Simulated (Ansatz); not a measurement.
Write the native input for Ansatz 0.2.0 that does the following.

| Property | Result |
| --- | --- |
| Task | single point |
| Functional | PBE |
| Potentials or basis | all-electron LAPW, scalar-relativistic |
| Cutoff | 256 eV (chosen from the basis error) |
| Basis error allowed | 0.001 eV/atom |
| k mesh | 10 × 8 × 7 |
| Occupations | fermi-dirac, width 0.05 eV |
| Spin | no spin polarisation |

The system is Ga.

```
Ga
1.0
     2.77842    0.00000    0.00000
     0.00000    3.28161    0.00000
    -1.34343    0.00000    3.99027
Ga
2
Cartesian
  -0.6658 2.4533 3.0615
  2.0773 0.8443 0.9079
```

This isn't the form of Ga at room conditions, which is orthorhombic.

The cell isn't the ideal one: atoms moved at random, drawn with an rms of 0.05 Å.

These files were run (other wordings do the same):

input.yaml

```yaml
crystal:
  lattice:
    - [2.7784220849, 0.0, 0.0]
    - [0.0, 3.28160879, 0.0]
    - [-1.3434310986, 0.0, 3.9902731763]
  atoms:
    - { symbol: Ga, position: [0.131356, 0.747603, 0.767233] }
    - { symbol: Ga, position: [0.85768, 0.25727, 0.22752] }
kpoints:
  mp_grid: { grid: [10, 8, 7] }
scf:
  occupations: { method: fermi_dirac, width: 0.05 }
hamiltonian:
  xc: pbe
  pseudopotentials: { kind: all_electron, lapw: { basis_error: 0.001 } }
output:
  forces: true
  stress: true
  eigenvalues: true
  populations: true
```

Potentials or basis: all-electron LAPW, scalar-relativistic.

Run with:

```bash
$ ansatz run input.yaml --threads 1 --pin off --max-ram 3072MiB --backend cpu --events-out ev --progress --plain --runs-dir out
```

Results of the run:

```json
{
  "Pressure": "3.1 GPa",
  "Largest force": "0.098 eV/Å",
  "Band gap on the k mesh": "none (metal or under the smearing width)"
}
```

It took 56 s on 1 thread of Arm Neoverse V1 (shared host), peak memory 0.67 GiB.
